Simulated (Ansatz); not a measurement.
Computed with Ansatz on PBE0-D4/def2-TZVP structures; ΔE is electronic, products minus reactants. CBS: MP2 limit from def2 TZ/QZ plus the TZ coupled-cluster correction, frozen cores. DFT in def2-TZVPP. B3LYP here is the variant with VWN-RPA as its local correlation; programs differ in this. HSE06 is defined as in plane-wave codes. Elements past krypton have def2 core potentials. For Sn outer-core shells are correlated without core-valence functions, which leaves a few kJ/mol of doubt a bond. Each species was taken in one conformer, which may not be the lowest.

Consider the formal exchange of groups at the Sn–O bond: `[OH][SnH]([F])[F]` + phenol → `[F][SnH2][F]` + `Oc1ccc(O)cc1`.

```tsv
level	ΔE (kJ/mol)	difference from CCSD(T)/CBS
LDA (SPW92)	65.7	-37.6
PBE-D4	82.1	-21.2
revPBE-D4	83.5	-19.8
BLYP-D4	90.0	-13.3
r2SCAN-D4	88.5	-14.8
B97M-V	86.6	-16.7
PBE0-D4	82.9	-20.4
r2SCANh-D4	88.1	-15.2
r2SCAN0-D4	87.6	-15.7
HSE06-D4	82.9	-20.4
BHLYP-D4	92.3	-11.0
CAM-B3LYP-D4	88.5	-14.8
ωB97X-V	89.7	-13.6
ωB97M-V	90.3	-13.0
B2PLYP	96.9	-6.4
PBE-QIDH	91.8	-11.5
PBE	82.6	-20.7
revPBE	86.2	-17.1
r2SCAN	88.8	-14.5
PBE0	83.4	-19.9
B3LYP	90.1	-13.2
r2SCANh	88.5	-14.8
r2SCAN0	88.0	-15.3
CAM-B3LYP	89.0	-14.3
LC-ωPBE	87.8	-15.5
RPA@PBE/def2-TZVPP	90.9	-12.4
HF/def2-SVP	72.9	-30.4
MP2/def2-SVP	83.6	-19.7
CCSD/def2-SVP	76.5	-26.8
CCSD(T)/def2-SVP	75.1	-28.2
MP2/def2-TZVPP	102.1	-1.2
SCS-MP2/def2-TZVPP	101.1	-2.2
CCSD/def2-TZVPP	95.9	-7.4
CCSD(T)/def2-TZVPP	95.7	-7.6
HF/def2-QZVPP	100.0	-3.3
MP2/def2-QZVPP	107.1	3.8
SCS-MP2/def2-QZVPP	106.1	2.8
HF/CBS(def2)	100.3	-3.0
MP2/CBS(def2)	109.7	6.4
CCSD/CBS(def2)	103.5	0.2
CCSD(T)/CBS	103.3	0
```

Largest T1 diagnostic among the species: 0.015.

At CCSD(T), def2-SVP lies −28.2 kJ/mol from the extrapolated value and def2-TZVPP −7.6 kJ/mol. Leaving LDA and LC-ωPBE aside and taking each functional with its dispersion term where it has one, the values spread over 14.8 kJ/mol, from PBE-D4 to B2PLYP. LDA lies −16.8 kJ/mol from PBE without D4.

CCSD(T)/CBS has its own doubt, a few kJ/mol and more with outer-core shells, so smaller differences from it don't rank the levels.
